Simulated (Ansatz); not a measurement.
All-electron card of C

```xyz
1
Lattice="1.7756 0.0000 0.0000 0.0000 1.7756 0.0000 0.0000 0.0000 1.7756" Properties=species:S:1:pos:R:3 pbc="T T T"
C     0.0000    0.0000    0.0000
```

Conventional cell: a = 1.776 Å, b = 1.776 Å, c = 1.776 Å, α = 90.00°, β = 90.00°, γ = 90.00°. C (atom 1) has 6 C at 1.78 Å as nearest neighbours.

The cell was built from the sc type and relaxed in the same program, and has space group Pm-3m; it needn't be a known or the stable phase.

These are results of Ansatz 0.2.0, DFT, PBE, all-electron LAPW, scalar-relativistic, not measurements.

Sampling and basis: a Γ-centred 15×15×15 k mesh, Fermi–Dirac smearing of 0.03 eV, basis error target 1 meV/atom, no spin polarisation.

```
Pressure at this cell : -0.25 GPa
Volume per atom       : 5.60 Å³
```

Task: Give the computed value. Band gap.

Result: none: bands cross the Fermi level, a metal.

Task: Density of states at the Fermi level (0.2 eV bin): what does the calculation give?

Result: 0.27 states/eV per cell.
